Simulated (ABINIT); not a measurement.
Crystal: BP.

```xyz
2
Lattice="0.0000 2.2690 2.2690 2.2690 0.0000 2.2690 2.2690 2.2690 0.0000" Properties=species:S:1:pos:R:3 pbc="T T T"
P     3.4035    3.4035    3.4035
B     0.0000    0.0000    0.0000
```

Base run:

| Quantity | Value |
| --- | --- |
| Program | ABINIT 10.8.3 (patched build) |
| Functional | WC |
| Potentials or basis | PseudoDojo NC SR PBEsol v0.4.1 standard |
| Cutoff | 1034 eV |
| k mesh | 10 × 10 × 10 |
| Occupations | fermi-dirac, width 0.05 eV |
| Spin | no spin polarisation |

Its results: band gap on the k mesh 1.17 eV, indirect (least direct gap 3.39 eV); pressure -1.6 GPa.

Q: After a change of settings the same cell gave: band gap on the k mesh 1.14 eV, indirect (least direct gap 3.33 eV); pressure -2.2 GPa. Which change was it?
A. functional from WC to PBE; potentials or basis from PseudoDojo NC SR PBEsol v0.4.1 standard to Ansatz NC PBE; cutoff from 1034 eV to 1116 eV
B. functional from WC to rPW86PBE; potentials or basis from PseudoDojo NC SR PBEsol v0.4.1 standard to PseudoDojo NC SR PBE v0.4.1 standard
C. functional from WC to RPBE; potentials or basis from PseudoDojo NC SR PBEsol v0.4.1 standard to JTH PAW PBE v2.0; cutoff from 1034 eV to 544 eV
D. functional from WC to AM05

A: D.

Caveats: the potentials were made for another functional, which shifts forces and pressure.

Not every run made on this cell is shown here.
